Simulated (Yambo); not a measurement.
## BAs in Yambo: convergence with exchange cutoff

The system is BAs.

```
As B
1.0
     0.00000    2.38850    2.38850
     2.38850    0.00000    2.38850
     2.38850    2.38850    0.00000
As B
1 1
Direct
  0.75000 0.75000 0.75000
  0.00000 0.00000 0.00000
```

| Quantity | Value |
| --- | --- |
| Program | Yambo 5.3.0 |
| Task | G0W0 quasiparticle levels |
| Functional | PBEsol |
| Potentials or basis | PseudoDojo 0.4.1 SR PBEsol standard |
| Cutoff | 1143 eV |
| Density cutoff | 4572 eV |
| k mesh | 4 × 4 × 4 |
| Occupations | fixed |
| Spin | no spin polarisation |
| k mesh of the self-consistent run | 10 × 10 × 10 |
| Random integration of the Coulomb term | yes |
| Direction of the field or of q to 0 | x + y + z |
| Broadening | 0.1 eV |
| States corrected | Γ and the k points of the band edges |
| Frequency dependence of W | plasmon pole |
| Terminator of the band sum in the self-energy | none |
| Quasiparticle equation | linearised (Newton) |
| Imaginary frequency of the plasmon-pole fit | 27.2114 eV |
| Bands in the response | 309 |
| Bands in the self-energy | 309 |
| Cutoff of the response matrix | 6 Ry |
| Cutoff of exchange and Vxc | 14 Ry |
| Bands corrected (first, last) | [7, 10] |

These are the settings of the first run; the series varies exchange cutoff, with any setting tied to it.

Hardware: Arm Neoverse V1, on a shared host.

```
exchange cutoff  quasiparticle gap at the points computed (eV)
          14 Ry                                          1.998
          21 Ry                                          1.983
          28 Ry                                          1.990
          42 Ry                                          1.995
          63 Ry                                          1.994
          84 Ry                                          1.979
         168 Ry                                          2.005
```

Against the tightest run, the quasiparticle gap at the points computed stays within 0.05 eV from 14 Ry on. The tightest run that finished is the yardstick and may itself not be fully converged.

Caveat, for the tightest run too: the k mesh is coarse (spacing up to 0.57 Å⁻¹), so the values aren't converged; the potentials hold a filled d shell without the s and p states of that shell, which can shift GW gaps by tenths of an eV, either way; this k mesh misses the band edges, so its gaps are larger than the crystal's; the screening block or the number of bands is too small for a converged GW gap; this version prints the column dSc/dw multiplied by 27.2; the quasiparticle gap listed is the Kohn-Sham gap on the denser mesh of the self-consistent run plus the correction found on the GW mesh, so it differs from the gap in the log.
